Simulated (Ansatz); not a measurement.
A trial cell of SiC2, before relaxation:

```xyz
6
Lattice="2.6634 0.0000 0.0000 -1.3317 2.3066 0.0000 0.0000 0.0000 13.2903" Properties=species:S:1:pos:R:3 pbc="T T T"
Si    0.0000    1.5377    9.9677
Si    1.3317    0.7689    3.3226
C     0.0000    1.5377    1.1075
C     0.0000    1.5377    5.5376
C     1.3317    0.7689    7.7527
C     1.3317    0.7689   12.1828
```

Level of theory: Ansatz, DFT PBE, scalar-relativistic, plane waves, PAW. Cutoff 420 eV, Gaussian smearing, Γ-centred meshes. Cell and atoms relax first on a coarse mesh and then on a finer one. In between, the cell is made exact in the group found at 0.06 Å. In metals the finer mesh still leaves noise of several meV/atom or more. The steps can't lower the symmetry of their start. No spin polarisation in the relaxation; trial moments died out in a coarse test.

A guess keeps its type if space group and coordination stay and the shape of the cell changes little (axis ratios within about 15 %, angles within 6°); the volume may change.

Task: Will the relaxed cell still be of the starting type?

Result: It doesn't keep its type. The symmetry stays P6_3/mmc (No. 194). The volume per atom shrinks by 38.1 %, from 13.6 to 8.4 Å³. The shortest distance goes from 2.66 Å (C–C and Si–Si) to 1.53 Å (C–C). The ratio c/a of the conventional cell changes by a factor of 0.71. Counting neighbours within 15 % of an atom's shortest distance, the start has C 12, Si 12 and the end C 3, Si 2. In detail, at the end Si has 2 C at 2.04 Å and 6 Si at 2.55 Å; C is surrounded by 3 C at 1.53 Å and 1 Si at 2.04 Å.

```
Si C
1.0
     2.54552    0.00000    0.00000
    -1.27276    2.20449    0.00000
     0.00000    0.00000    8.99973
Si C
2 4
Cartesian
  0.0000 1.4697 6.7498
  1.2728 0.7348 2.2499
  0.0000 1.4697 8.7882
  0.0000 1.4697 4.7114
  1.2728 0.7348 4.2884
  1.2728 0.7348 0.2115
```

The zero of energy is the elements' standard structures at the same level; no fitted shifts are applied.

Task: At what energy does it end?

Result: +0.36 eV/atom. It can't be a ground state, since the elements alone are lower.

The last run used an 18×18×4 mesh (in the run's order of axes) for its 6-atom cell and Gaussian smearing of 0.10 eV. The reference form of C is held partly by dispersion forces, which this level lacks. A later test with randomly moved atoms came back to the same energy, though modes that don't fit the test's cell weren't probed. Another cell of SiC2 relaxed alike, in P6/mmm, lies 34 meV/atom lower, so this cell isn't the stable form at this level.
